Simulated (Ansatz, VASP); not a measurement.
Given: the input of a run of VASP 6.6.1 on TiO2 (Anatase). 

INCAR

```
PREC = Accurate
ENCUT = 520
EDIFF = 1E-6
ISMEAR = 0
SIGMA = 0.014
LREAL = False
LASPH = True
NELM = 100
ALGO = Fast
ISIF = 2
LWAVE = False
LCHARG = False
GGA = PE
NBANDS = 33
```

Contents of KPOINTS:

```
Automatic mesh
0
Gamma
  10 10 10
```

Contents of POSCAR:

```
TiO2
1.0
   -1.8921000000      1.8921000000      4.7573000000
    1.8921000000     -1.8921000000      4.7573000000
    1.8921000000      1.8921000000     -4.7573000000
Ti O
2 4
Direct
    0.7500000000      0.2500000000      0.5000000000
    0.0000000000      0.0000000000      0.0000000000
    0.7919000000      0.7919000000      0.0000000000
    0.5419000000      0.0419000000      0.5000000000
    0.9581000000      0.4581000000      0.5000000000
    0.2081000000      0.2081000000      0.0000000000
```

Potentials or basis: VASP PAW PBE potentials, release 64 (Ti_sv, O).

Launch:

```bash
$ cat potpaw_PBE.64/Ti_sv/POTCAR potpaw_PBE.64/O/POTCAR > POTCAR
$ mpirun -np 1 vasp_std > vasp.out
```

**Question.** Set up the same calculation for Ansatz 0.2.0. Potentials or basis there: Ansatz PAW, cutoff 420 eV.

**Answer.** As run (cutoffs and basis follow the program's own potentials, and thresholds, step limits or extra output files can differ):

input.yaml

```yaml
crystal:
  lattice:
    - [-1.8921, 1.8921, 4.7573]
    - [1.8921, -1.8921, 4.7573]
    - [1.8921, 1.8921, -4.7573]
  atoms:
    - { symbol: Ti, position: [0.75, 0.25, 0.5] }
    - { symbol: Ti, position: [0.0, 0.0, 0.0] }
    - { symbol: O, position: [0.7919, 0.7919, 0.0] }
    - { symbol: O, position: [0.5419, 0.0419, 0.5] }
    - { symbol: O, position: [0.9581, 0.4581, 0.5] }
    - { symbol: O, position: [0.2081, 0.2081, 0.0] }
hamiltonian:
  xc: pbe
  pseudopotentials: { kind: paw }
kpoints:
  mp_grid: { grid: [10, 10, 10] }
scf:
  occupations: { method: gaussian, width: 0.014 }
output:
  forces: true
  stress: true
  eigenvalues: true
```

Potentials or basis: Ansatz PAW.

The run is started by

```console
$ ansatz run input.yaml --threads 2 --pin off --max-ram 5632MiB --backend cpu --events-out ev --progress --plain --runs-dir out
```

Both were run:

|  | VASP | Ansatz |
| --- | --- | --- |
| Pressure | 5.9 GPa | 5.2 GPa |
| Largest force | 0.125 eV/Å | 0.102 eV/Å |

Ansatz's pressure holds a Pulay term of +0.68 GPa for its cutoff of 420 eV, which the other run lacks.

Where Ansatz's input types no cutoff or centring, it takes its own default and a Γ-centred mesh.

Pressure is positive in compression.
